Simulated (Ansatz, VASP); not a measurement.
**One calculation of CdSe, two programs**

```
Cd Se
1.0
     0.00000    3.07027    3.07027
     3.07027    0.00000    3.07027
     3.07027    3.07027    0.00000
Cd Se
1 1
Direct
  0.00000 0.00000 0.00000
  0.25000 0.25000 0.25000
```

Measurements of this composition are mostly on another form, of space group No. 186.

Alike in both runs: task relaxation of cell and atoms; functional revPBE; k mesh 8 × 8 × 8; occupations fermi-dirac, width 0.05 eV; no spin polarisation.

|  | VASP | Ansatz |
| --- | --- | --- |
| version | VASP 6.6.1 | Ansatz 0.2.0 |
| potentials or method | VASP PAW PBE potentials, release 64 (Cd, Se) | Ansatz PAW |
| plane-wave cutoff (eV) | 600 | 420 |
| valence electrons in the cell | 18 | 36 |

|  | VASP | Ansatz | Ansatz less VASP |
| --- | --- | --- | --- |
| gap on the k mesh at the Fermi level, each at its own relaxed structure (eV) | 0.55 | 0.56 | +0.012 |
| relaxed volume (Å³/atom) | 30.80 | 30.67 | -0.128 |
| relaxed cell length with the largest relative difference (Å) | 4.433 | 4.427 | -0.0061 |
| energy change over the relaxation (meV/atom) | -16 | -14 | +2.3 |

The two sets of potentials don't hold the same shells in valence.

Caveats: the PAW data sets were made with another functional, which shifts forces and pressure a little (VASP); the plane-wave basis is chosen anew once the cell has moved, so the energies of steps on either side of that aren't comparable (Ansatz); the PAW data sets come from PBE, with cores solved anew for the run's functional, which leaves a small shift of forces and pressure (Ansatz). As with any semilocal functional, this revPBE gap is likely too small.
